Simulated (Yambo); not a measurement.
# SiC (Moissanite 3C) (F-43m) in Yambo: further runs, part 3 of 3

Yambo 5.3.0. The steps go on from the part before.

### Step 5. Optical spectrum, PBEsol

File optics7.in:

```
optics
chi
Chimod= "HARTREE"
% BndsRnXd
 1 | 44 |
%
NGsBlkXd= 3 Ry
% LongDrXd
 0 | 0 | 1 |
%
% QpntsRXd
 1 | 1 |
%
% EnRngeXd
 0 | 30 | eV
%
% DmRngeXd
 0.1 | 0.1 | eV
%
ETStpsXd= 300
% XfnQP_E
 1.17 | 1.0 | 1.0 |
%
```

File scf.in:

```
&CONTROL
  calculation = 'scf'
  prefix = 'pwscf'
  outdir = './tmp'
  pseudo_dir = './pseudo'
/
&SYSTEM
  ibrav = 0
  nat = 2
  ntyp = 2
  ecutwfc = 82
  nbnd = 9
  occupations = 'smearing'
  smearing = 'fd'
  degauss = 0.00367493
  force_symmorphic = .true.
/
&ELECTRONS
  conv_thr = 4d-10
  electron_maxstep = 120
  mixing_beta = 0.5
/
ATOMIC_SPECIES
Si    28.0850 Si.upf
C     12.0110 C.upf
CELL_PARAMETERS angstrom
   0.0000000000    2.1790000000    2.1790000000
   2.1790000000    0.0000000000    2.1790000000
   2.1790000000    2.1790000000    0.0000000000
ATOMIC_POSITIONS crystal
Si     0.0000000000    0.0000000000    0.0000000000
C      0.7500000000    0.7500000000    0.7500000000
K_POINTS automatic
10 10 10 0 0 0
```

File nscf.in:

```
&CONTROL
  calculation = 'nscf'
  prefix = 'pwscf'
  outdir = './tmp'
  pseudo_dir = './pseudo'
/
&SYSTEM
  ibrav = 0
  nat = 2
  ntyp = 2
  ecutwfc = 82
  nbnd = 154
  occupations = 'fixed'
  force_symmorphic = .true.
/
&ELECTRONS
  conv_thr = 1d-08
  diago_full_acc = .true.
  diago_thr_init = 1d-06
/
ATOMIC_SPECIES
Si    28.0850 Si.upf
C     12.0110 C.upf
CELL_PARAMETERS angstrom
   0.0000000000    2.1790000000    2.1790000000
   2.1790000000    0.0000000000    2.1790000000
   2.1790000000    2.1790000000    0.0000000000
ATOMIC_POSITIONS crystal
Si     0.0000000000    0.0000000000    0.0000000000
C      0.7500000000    0.7500000000    0.7500000000
K_POINTS automatic
6 6 6 0 0 0
```

Potentials or basis: PseudoDojo 0.4.1 SR PBEsol standard.

Launch:

```console
> OMP_NUM_THREADS=1 pw.x -in scf.in > scf.out
> OMP_NUM_THREADS=1 pw.x -in nscf.in > nscf.out
> cd tmp/pwscf.save; p2y; mv SAVE ../..; cd ../..
> OMP_NUM_THREADS=1 yambo
> OMP_NUM_THREADS=1 yambo -F optics7.in -J optics7 -C optics7_out
```

Yambo's report:

```text
[... sections 02.01 to 02.04 as in the set-up run ...]

  [02.05] Energies & Occupations
  ==============================

  [X] === General ===
  [X] Electronic Temperature                        :  0.000000  0.000000 [eV K]
  [X] Bosonic    Temperature                        :  0.000000  0.000000 [eV K]
  [X] Finite Temperature mode                       : no
  [X] El. density                                   :  0.38662E+24 [cm-3]
  [X] Fermi Level                                   :  9.438477 [eV]

  [X] === Gaps and Widths ===
  [X] Conduction Band Min                           :  1.240413 [eV]
  [X] Valence Band Max                              :  0.000000 [eV]
  [X] Filled Bands                                  :   4
  [X] Empty Bands                                   :    5  154
  [X] Direct Gap                                    :  4.458021 [eV]
  [X] Direct Gap localized at k                     :  13
  [X] Indirect Gap                                  :  1.240413 [eV]
  [X] Indirect Gap between kpts                     :   1  13
  [X] Last valence band width                       :  4.443138 [eV]
  [X] 1st conduction band width                     :  5.713755 [eV]

 [03] Transferred momenta grid and indexing
 ==========================================

 IBZ Q-points                                      :  16
 BZ  Q-points                                      :  216

 K/Q-points units:
 rlu = crystal or reduced units; cc = cartesian coordinates; iku = interal k-units

 Q [ 1]         [rlu]:  0.000000  0.000000  0.000000
 Q [ 2]         [rlu]:  0.16734E-16  0.16734E-16  0.16667
 Q [ 3]         [rlu]:  0.33468E-16  0.33468E-16  0.33333
 Q [ 4]         [rlu]:  0.17304E-16  0.17304E-16 -0.50000
 Q [ 5]         [rlu]:  0.19763E-16  0.16667      0.16667
 Q [ 6]         [rlu]:  0.28560E-17  0.16667      0.33333
 Q [ 7]         [rlu]: -0.47957E-17  0.16667      0.50000
 Q [ 8]         [rlu]: -0.19076E-16  0.16667     -0.33333
 Q [ 9]         [rlu]: -0.57120E-17  0.16667     -0.16667
 Q [10]         [rlu]:  0.31459E-17  0.33333      0.33333
 Q [11]         [rlu]:  0.39235E-16  0.33333      0.50000
 Q [12]         [rlu]:  0.78583E-16  0.33333     -0.33333
 Q [13]         [rlu]: -0.47188E-17 -0.50000     -0.50000
 Q [14]         [rlu]:  0.166667  0.333333  0.500000
 Q [15]         [rlu]:  0.166667  0.333333 -0.333333
 Q [16]         [rlu]:  0.166667 -0.500000 -0.333333

 [WARNING] [Xd] User bands 1-44 break level degeneracy

 [04] External/Internal QP corrections
 =====================================

 [QP_apply] Action to be applied: USER defined scissor

  [04.01]  QP corrections report
  ==============================

  [X+QP] === General ===
  [X+QP] Electronic Temperature                     :  0.000000  0.000000 [eV K]
  [X+QP] Bosonic    Temperature                     :  0.000000  0.000000 [eV K]
  [X+QP] Finite Temperature mode                    : no
  [X+QP] El. density                                :  0.38662E+24 [cm-3]
  [X+QP] Fermi Level                                :  0.000000 [eV]

  [X+QP] === Gaps and Widths ===
  [X+QP] Conduction Band Min                        :  2.410413 [eV]
  [X+QP] Valence Band Max                           :  0.000000 [eV]
  [X+QP] Filled Bands                               :   4
  [X+QP] Empty Bands                                :    5  154
  [X+QP] Direct Gap                                 :  5.628021 [eV]
  [X+QP] Direct Gap localized at k                  :  13
  [X+QP] Indirect Gap                               :  2.410413 [eV]
  [X+QP] Indirect Gap between kpts                  :   1  13
  [X+QP] Last valence band width                    :  4.443138 [eV]
  [X+QP] 1st conduction band width                  :  5.713755 [eV]

  [coarse-grid] Minimum Bare Gap        [ev]:  1.240413
  [coarse-grid] Minimum Gap Correction  [ev]:  1.170000

  Eqp @ K [ 1]
   -15.434     -0.14093E-11 -0.11873E-11   0.0000       7.3444       8.4067       8.4067       8.4067
  Eqp @ K [ 2]
  -14.89277  -2.38898  -0.33350  -0.33350   7.44079   8.92453   8.92453   9.45600
  Eqp @ K [ 3]
  -13.35708  -6.21715  -0.85116  -0.85116   6.78315   8.73383   8.73383  10.98150
  Eqp @ K [ 4]
  -11.83129  -8.60811  -1.06074  -1.06074   6.53328   8.31342   8.31342  11.08896
  Eqp @ K [ 5]
  -14.71199  -1.79766  -1.12204  -1.12204   6.61863   8.44592  10.14716  10.14716
  Eqp @ K [ 6]
  -13.49822  -4.80203  -1.81537  -1.76144   5.98483   8.66762  10.08065  10.75558
  Eqp @ K [ 7]
  -11.69354  -7.82955  -2.79976  -1.76914   5.90703   8.91752   9.95314  11.73194
  Eqp @ K [ 8]
  -12.27705  -6.97524  -3.23420  -1.16191   6.76830   8.82684   9.47822  11.72230
  Eqp @ K [ 9]
  -14.01352  -3.92569  -2.46681  -0.37898   8.12417   8.68362   9.16294  10.02753
  Eqp @ K [10]
  -12.64579  -5.06703  -2.63493  -2.63493   3.69568   6.26926  13.23521  13.23521
  Eqp @ K [11]
  -11.07203  -6.87665  -4.39820  -2.80498   3.78981   7.28635  13.18455  13.29805
  Eqp @ K [12]
  -10.75743  -7.07584  -5.70427  -2.19469   4.88663  10.26417  11.86622  12.64096
  Eqp @ K [13]
  -10.36815  -7.84444  -3.21761  -3.21761   2.41041   5.37442  15.08837  15.08837
  Eqp @ K [14]
  -12.06424  -5.97602  -4.14900  -2.45121   5.97305   8.82938   9.67511  12.75880
  Eqp @ K [15]
  -10.73906  -7.42557  -4.76058  -3.16382   6.20044   8.97666  11.41633  12.35795
  Eqp @ K [16]
  -10.19288  -7.32621  -4.56382  -4.44314   5.07301   8.16822  11.91274  13.29072

 [05] Dipoles
 ============

  [05.01] Setup: observables and procedures
  =========================================

  [WF-Oscillators/G space/Transverse up loader] Normalization (few states)  min/max  :  0.22953E-16   1.0000

  [WR./optics7//ndb.dipoles]------------------------------------------------------
   Brillouin Zone Q/K grids (IBZ/BZ)                :   16  216   16  216
   RL vectors                                       :  2397 [WF]
   Fragmentation                                    : yes
   Electronic Temperature                           :  0.000000 [K]
   Bosonic    Temperature                           :  0.000000 [K]
   DIP band range                                   :    1   44
   DIP band range limits                            :   4   5
   DIP e/h energy range                             : -1.000000 -1.000000 [eV]
   RL vectors in the sum                            :  2397
   [r,Vnl] included                                 : yes
   Bands ordered                                    : yes
   Direct v evaluation                              : no
   Approach used                                    : G-space v
   Dipoles computed                                 : R V P [G-space]
   Wavefunctions                                    : Perdew, Burke & Ernzerhof SOL(X)+Perdew, Burke & Ernzerhof SOL(C)

  [WARNING] [r,Vnl^pseudo] included in position and velocity dipoles.

  [WARNING] In case H contains other non local terms, these are neglected

 [06] Optics
 ===========

 [X-CG] R(p) Tot o/o(of R):    1995   34560     100
```

Wall time 58 s (1 thread of Arm Neoverse V1, shared host); peak memory 0.32 GiB.

What came out:

```
Band gap on the k mesh, mean-field level                              : 1.24 eV, indirect (least direct gap 4.46 eV)
Electronic dielectric constant along the field                        : 6.56
Electronic dielectric constant along the field, independent particles : 6.97
Peak of the energy-loss function                                      : 23.3 eV
```

Dielectric function (along the field direction of the input):
```csv
energy (eV),real part,imaginary part
0.30,6.57,0.06
1.30,6.70,0.07
2.31,7.05,0.08
3.31,7.69,0.12
4.41,9.10,0.22
5.42,13.11,1.28
6.42,18.30,9.06
7.53,26.84,15.21
8.53,-3.44,8.93
9.53,0.67,13.00
10.64,-2.05,7.82
11.64,3.75,5.59
12.64,-3.37,6.13
13.75,-3.58,2.10
14.75,-2.39,1.15
15.75,-1.92,1.22
16.86,-1.46,0.96
17.86,-1.49,1.22
18.86,-0.93,0.67
19.97,-0.69,0.35
```

Energy-loss function:
```
energy (eV)   loss
        0.0  0.001
        1.3  0.002
        2.6  0.002
        3.9  0.002
        5.2  0.005
        6.5  0.022
        7.8  0.025
        9.1  0.129
       10.4  0.147
       11.7  0.109
       13.0  0.073
       14.3  0.271
       15.7  0.312
       17.0  0.270
       18.3  0.602
       19.6  0.768
       20.9  1.073
       22.2  1.424
       23.5  3.116
       24.8  6.046
       26.1  2.635
       27.4  1.599
       28.7  0.584
       30.0  0.637
```

Caveat: the scissor is the correction of the direct gap in an earlier G0W0 run on the same states; spectra need much finer meshes, so this one isn't converged; these spectra lack excitons.

### Step 6. The runs side by side

| task | random integration of the Coulomb term | direction of the field or of q to 0 | broadening | states corrected | frequency dependence of W | gap on the mesh (eV) |
| --- | --- | --- | --- | --- | --- | --- |
| G0W0 quasiparticle levels | yes | x + y + z | 0.1 eV | Γ and the k points of the band edges | plasmon pole | - |
| Hartree-Fock levels | yes | - | - | all k points | - | - |
| optical spectrum | - | y | 0.05 eV | - | - | 1.24 |
| optical spectrum | - | z | 0.1 eV | - | - | 1.24 |

Alike in all rows: level PBEsol; potentials or basis PseudoDojo 0.4.1 SR PBEsol standard; no spin polarisation; cell as given; k mesh 6 × 6 × 6; cutoff (eV) 1116; smearing fixed.

Caveats: spectra need much finer meshes, so this one isn't converged (some runs); this version prints the column dSc/dw multiplied by 27.2 (some runs); the terminator is approximate in this version, by hundredths of an eV (some runs); independent-particle spectra lack excitons (some runs); the scissor is the correction of the direct gap in an earlier G0W0 run on the same states (some runs); these spectra lack excitons (some runs).

Absolute energies hang on the potentials; compare differences alone.

### Step 7. Comparison with measurements

Step 2. Against the measured gap of SiC, 2.4 eV (indirect; quoted in “Insight into the structural, elastic and electronic properties of a new orthorhombic 6O-SiC polytype”, 2020, pmc:7200658), the calculated 2.19 eV is off by -0.21 eV. The value is that of G0W0 on PBEsol, without temperature or zero-point motion.

Step 3. Against the measured gap of SiC, 2.4 eV (indirect; quoted in “Insight into the structural, elastic and electronic properties of a new orthorhombic 6O-SiC polytype”, 2020, pmc:7200658), the calculated 8.09 eV is off by +5.69 eV. So large a miss can be the level of theory's own, or it may mean another phase, state or a wrong row. The value is that of Hartree-Fock on PBEsol, without temperature or zero-point motion.

Step 4. A measured gap of SiC is 2.4 eV (indirect; quoted in “Insight into the structural, elastic and electronic properties of a new orthorhombic 6O-SiC polytype”, 2020, pmc:7200658); the calculated 1.24 eV misses it by -1.16 eV. The value is that of PBEsol on a finite k mesh, which can miss the band edges, without temperature or zero-point motion. Semilocal functionals fall short of measured gaps as a rule.

Step 5. Against the measured gap of SiC, 2.4 eV (indirect; quoted in “Insight into the structural, elastic and electronic properties of a new orthorhombic 6O-SiC polytype”, 2020, pmc:7200658), the calculated 1.24 eV is off by -1.16 eV. The value is that of PBEsol on a finite k mesh, which can miss the band edges, without temperature or zero-point motion. Semilocal functionals fall short of measured gaps as a rule.
